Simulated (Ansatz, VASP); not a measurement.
## Nb: VASP beside Ansatz

```xyz
1
Lattice="2.7168 0.0000 0.0000 0.0000 2.7168 0.0000 0.0000 0.0000 2.7168" Properties=species:S:1:pos:R:3 pbc="T T T"
Nb    0.0000    0.0000    0.0000
```

Alike in both runs: task electric field gradients; functional PBE; k mesh 13 × 13 × 13; occupations fermi-dirac, width 0.03 eV; no spin polarisation.

```csv
,VASP,Ansatz
version,VASP 6.6.1,Ansatz 0.2.0
potentials or method,"VASP PAW PBE potentials, release 64 (Nb_sv), cutoff 520 eV","all-electron PAW with datasets made for the crystal, scalar-relativistic"
```

Ansatz gave:

```
pressure (GPa)                                                 : 0.0
Vzz of the field gradient on the site that differs most (V/Å²) : 0.0
```

What did VASP give for the same quantities?

Pressure (GPa): -0.2; Vzz of the field gradient on the site that differs most (V/Å²): 0.0.

Ansatz ran all-electron here, so the differences hold the error of VASP's frozen core and of both bases. Ansatz warned: «gradients_without_spin_orbit».
